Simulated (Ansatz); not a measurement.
Starting structure, H put at a bridge Hf-Hf site (Hf, Fm-3m (No. 225), (1 1 1) face):

```xyz
4
Lattice="3.1241 0.0000 0.0000 -1.5620 2.7055 0.0000 0.0000 0.0000 24.1016" Properties=species:S:1:pos:R:3 pbc="T T T"
Hf    1.5620    0.9018    8.5000
Hf    0.0000    1.8037   10.9210
Hf    0.0000    0.0000   13.3423
H     0.0000    2.7055   14.7023
```

These are results of Ansatz, DFT PBEsol, scalar-relativistic, plane waves, PAW, not measurements. Cutoff 420 eV; k points 9×9×1 on the computed 4-atom cell (Γ-centred); Gaussian smearing, width 0.10 eV; no spin polarisation. A dipole correction removes the field between periodic images along c.

Atoms 1 (counted from 1) are held. The cell is fixed. Force threshold 0.03 eV/Å.

Problem. Where does it end?

Solution. The energy falls by 0.436 eV in 8 steps, to:

```
Hf H
1.0
     3.12407    0.00000    0.00000
    -1.56203    2.70552    0.00000
     0.00000    0.00000   24.10158
Hf H
3 1
Direct
  0.66667 0.33333 0.35267
  0.33322 0.66644 0.45256
  0.00003 0.00006 0.55660
  0.33326 0.66651 0.60117
```

The end is the local minimum or symmetric point that this start leads to. The slab is only 5.1 Å thick, so the energy isn't converged with thickness.

Spin–orbit coupling is left out, which can shift energies with elements as heavy as these.

The reference crystal is the fcc form of Hf, which isn't its usual structure.